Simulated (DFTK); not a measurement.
Runs of DFTK 0.8.2 on KI. It takes space group Fm-3m (No. 225, cubic). The conventional cell has a = 7.066 Å, b = 7.066 Å, c = 7.066 Å, α = 90.00°, β = 90.00°, γ = 90.00°. Around I (site symmetry m-3m) lie 6 K at 3.53 Å. K (site symmetry m-3m) has 6 I at 3.53 Å as nearest neighbours. 

| task | level | potentials or basis | k mesh | cutoff (eV) | valence electrons | mesh quality | gap on the mesh (eV) | pressure (GPa) |
| --- | --- | --- | --- | --- | --- | --- | --- | --- |
| single point | PBEsol | dojo.nc.sr.pbesol.v0_4_1.standard.upf (PBEsol) | 7 × 7 × 7 | 1007 | I 7, K 9 | not flagged | (a) | -0.3 |
| band structure | PBEsol | cp2k.nc.sr.pbe.v0_1.largecore.gth (PBE, GTH) | 5 × 5 × 5 | 1361 | I 7, K 9 | not flagged | 3.75 | - |
| band structure | LDA | cp2k.nc.sr.lda.v0_1.largecore.gth (LDA, GTH, large core) | 7 × 7 × 7 | 544 | I 7, K 1 | not flagged | 3.57 | - |
| band structure | PBE | SPMS 1.0 (PBE) | 7 × 7 × 7 | 816 | I 7, K 9 | not flagged | 3.96 | 0.6 |
| single point | PBE | dojo.nc.sr.pbe.v0_4_1.standard.upf (PBE) | 7 × 7 × 7 | 1007 | I 7, K 9 | not flagged | 3.96 | 0.6 |

Alike in all rows: no spin polarisation; cell as given; smearing fermi-dirac 0.05 eV.

Q: Estimate the missing entries.

A: (a) 3.82.

Caveats: spin-orbit coupling is left out, which moves the levels of the heavy elements; an odd mesh through Γ misses points on the zone boundary, where band edges often lie (some runs); the potentials were made for another functional, which shifts forces and pressure (some runs); this set keeps more shells in the core, which shifts pressures and gaps (some runs).

A k mesh can miss the band edges, and the runs leave out spin-orbit coupling on I.

Not every run made on this cell is shown here.
